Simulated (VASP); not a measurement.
Runs of VASP 6.6.1 on Si. All rows change the cell; the cell of one of them follows. The structure is tetragonal, space group I4/mmm (No. 139). The conventional cell has a = 2.702 Å, b = 2.702 Å, c = 3.535 Å, α = 90.00°, β = 90.00°, γ = 90.00°. Si (site symmetry 4/mmm) is surrounded by 12 Si at 2.60 to 2.70 Å. This isn't the form of Si at room conditions, which is diamond.

```tsv
cell	gap on the mesh (eV)	pressure (GPa)
strain -0.0750 x Voigt [0, 0, 1, 0, 0, 0], atoms carried along	none	6.2
strain -0.1000 x Voigt [0, 0, 1, 0, 0, 0], atoms carried along	none	9.9
strain +0.1000 x Voigt [0, 0, 1, 0, 0, 0], atoms carried along	none	-8.6
strain +0.0750 x Voigt [0, 0, 1, 0, 0, 0], atoms carried along	none	(a)
```

Alike in all rows: task single point; level PBE+D3(BJ); potentials or basis VASP PAW PBE potentials, release 64 (Si); no spin polarisation; k mesh 22 × 22 × 22; cutoff (eV) 520; smearing gaussian 0.15 eV.

Q: Fill in the values left out.

A: (a) -7.2.

Caveats: pairwise dispersion overbinds metals, which lowers pressure and volume.

A gap of «none» marks a metal or a gap under the smearing width.
